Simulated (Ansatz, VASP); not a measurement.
# In: VASP and Ansatz over several settings

```
CELL_PARAMETERS angstrom
-1.63624 1.63624 2.49008
1.63624 -1.63624 2.49008
1.63624 1.63624 -2.49008
ATOMIC_POSITIONS crystal
In 0.00000 0.00000 0.00000
```

Single points on this cell with VASP 6.6.1 and Ansatz 0.2.0. Each row is one pair of runs. Alike in all rows: spin: off; k mesh: 11 × 11 × 11; smearing: fermi-dirac, width 0.05 eV.

| level | VASP's potentials, cutoff | Ansatz's potentials, cutoff | gap on the k mesh at the Fermi level (eV), VASP | gap on the k mesh at the Fermi level (eV), Ansatz | pressure (GPa), VASP | pressure (GPa), Ansatz | largest component of the traceless stress (GPa), VASP | largest component of the traceless stress (GPa), Ansatz |
| --- | --- | --- | --- | --- | --- | --- | --- | --- |
| LDA | VASP PAW LDA potentials, release 64 (In_d), 520 eV | Ansatz PAW, 420 eV | none | none | -3.2 | -3.2 | 0.02 | 0.07 |
| PBE | VASP PAW PBE potentials, release 64 (In_d), 520 eV | Ansatz PAW, 420 eV | none | none | 1.1 | 1.2 | 0.26 | 0.26 |
| r2SCAN | VASP PAW PBE potentials, release 64 (In_d), 520 eV | Ansatz PAW, 500 eV | none | none | -0.6 | -0.6 | 0.24 | 0.24 |

Pressure (GPa): the two programs differ by at most 0.07; largest component of the traceless stress (GPa): the two programs differ by at most 0.044.

A gap of «none» marks a metal or a gap that the smearing closes.

Caveats: the PAW data sets were made with another functional, which shifts forces and pressure a little (VASP); the PAW data sets come from PBE, with cores solved anew for the run's functional, which leaves a small shift of forces and pressure (Ansatz).
